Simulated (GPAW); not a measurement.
AlCu:

```xyz
2
Lattice="2.9975 0.0000 0.0000 0.0000 2.9975 0.0000 0.0000 0.0000 2.9975" Properties=species:S:1:pos:R:3 pbc="T T T"
Cu    1.4988    1.4988    1.4988
Al    0.0000    0.0000    0.0000
```

The cell comes from a database or a generator and needn't be the stable form of this composition.

```yaml
Program: GPAW 26.7.0
Task: relaxation of cell and atoms
Functional: PBEsol
Dispersion: D3(BJ)
Potentials_or_basis: PAW data sets generated in the run's folder for this functional
Cutoff: 600 eV
Basis: pw
k_mesh: 9 × 9 × 9
Occupations: fermi-dirac, width 0.05 eV
Spin: no spin polarisation
```

At the start: pressure -8.9 GPa; volume 13.47 Å³/atom.

**Question.** Where does the relaxation end?

**Answer.** Over 4 steps the energy falls by 29.0 meV/atom and the volume is 12.49 Å³/atom (-7.2 %); space group Pm-3m (No. 221, to 0.05 Å).

The path:
```tsv
step	energy change (eV)	largest force (eV/Å)	pressure (GPa)	volume (Å³)
1	0.0000	0.0000	-8.90	26.93
2	-0.0215	0.0000	-7.29	26.50
3	-0.0574	0.0000	1.02	24.79
4	-0.0580	0.0000	-0.09	24.99
```

Final structure:
```
Cu Al
1.0
     2.92349    0.00000    0.00000
     0.00000    2.92349    0.00000
     0.00000    0.00000    2.92349
Cu Al
1 1
Direct
  0.50000 0.50000 0.50000
  0.00000 0.00000 0.00000
```

Caveat: with this Cu data set, volumes or pressures lay over 1.5 % or 2 GPa off other programs in two to four cells of ten; later steps reuse the first step's grids; pairwise dispersion overbinds metals, which lowers pressure and volume.
